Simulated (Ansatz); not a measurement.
Gas-phase electronic energies from Ansatz, PBE0-D4/def2-TZVP geometries. CBS: MP2 limit from def2 TZ/QZ plus the TZ coupled-cluster correction, frozen cores. Each species was taken in one conformer, which may not be the lowest.

`FC(Cl)C[SiH3]` + `N=C(N)O` → `N/C(O)=N\[SiH3]` + `CC(F)Cl`  (ligand exchange at the Si–C bond)

`FC(Cl)C[SiH3]`:

```xyz
11

F    -1.312    0.824   -1.243
C    -0.643    1.184   -0.109
Cl   -1.730    2.213    0.867
C    -0.201   -0.036    0.646
Si    0.880   -1.200   -0.380
H     0.186    1.830   -0.402
H     0.365    0.283    1.525
H    -1.081   -0.576    1.007
H     0.090   -1.881   -1.433
H     1.981   -0.425   -1.013
H     1.464   -2.216    0.534
```

`N=C(N)O`:

Cartesian coordinates in Å:
```
N -0.973 -0.551 0.796
C -0.057 -0.102 0.043
N 0.864 0.803 0.478
O 0.202 -0.431 -1.250
H -1.534 -1.268 0.349
H 0.635 1.254 1.345
H 1.320 1.363 -0.220
H -0.456 -1.068 -1.540
```

`N/C(O)=N\[SiH3]`:

Cartesian coordinates in Å:
```
N 0.358 1.043 1.180
C 0.872 0.447 0.077
O 2.130 0.877 -0.143
N 0.339 -0.417 -0.682
Si -1.216 -1.113 -0.619
H -0.624 0.941 1.359
H 0.835 1.837 1.567
H 2.430 0.393 -0.922
H -2.129 -0.435 0.362
H -1.861 -1.027 -1.954
H -1.135 -2.545 -0.224
```

`CC(F)Cl`:

Cartesian coordinates in Å:
```
C -0.279 0.504 0.565
C 0.251 -0.327 -0.564
F -0.759 -0.657 -1.417
Cl 0.995 -1.832 0.038
H 0.530 0.784 1.240
H -0.735 1.410 0.159
H -1.030 -0.057 1.122
H 1.026 0.176 -1.144
```

| level | ΔE (kJ/mol) |
| --- | --- |
| CCSD/def2-TZVPP | -75.8 |
| MP2/def2-QZVPP | -79.9 |

Problem. What does CCSD(T)/CBS give? (Estimate.)

Solution. The calculation gave: -75.8 kJ/mol. The listed levels differ from it by 0.0, -4.1 kJ/mol.

Largest T1 diagnostic among the species: 0.013.

In def2-TZVPP, CCSD(T) changes the Hartree–Fock value by +14.8 kJ/mol (the triples alone add +1.1 kJ/mol) and MP2 by +10.4 kJ/mol. From PBE to PBE0 (25 % exact exchange), in def2-TZVPP and without D4, ΔE moves by −3.1 kJ/mol.

CCSD(T)/CBS has its own doubt, a few kJ/mol and more with outer-core shells, so smaller differences from it don't rank the levels.
